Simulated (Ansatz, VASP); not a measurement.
CdSe: VASP beside Ansatz

```
Cd Se
1.0
     0.00000    3.07027    3.07027
     3.07027    0.00000    3.07027
     3.07027    3.07027    0.00000
Cd Se
1 1
Direct
  0.00000 0.00000 0.00000
  0.25000 0.25000 0.25000
```

Measurements of this composition are mostly on another form, of space group No. 186.

Alike in both runs: task single point; functional PBE; k mesh 8 × 8 × 8; occupations gaussian, width 0.021 eV; no spin polarisation.

```csv
,VASP,Ansatz
version,VASP 6.6.1,Ansatz 0.2.0
potentials or method,"VASP PAW PBE potentials, release 64 (Cd, Se)",Ansatz PAW
plane-wave cutoff (eV),520,420
valence electrons in the cell,18,36
```

```tsv
	VASP	Ansatz	Ansatz less VASP
gap on the k mesh at the Fermi level (eV)	0.55	0.55	+0.001
least direct gap on the mesh (eV)	0.55	0.55	+0.001
pressure (GPa)	1.6	1.3	-0.28
```

The functional is the same, so the differences come from potentials, cutoffs and numerics. The two sets of potentials don't hold the same shells in valence.

PBE gaps usually lie below the measured ones, often by a third to a half.
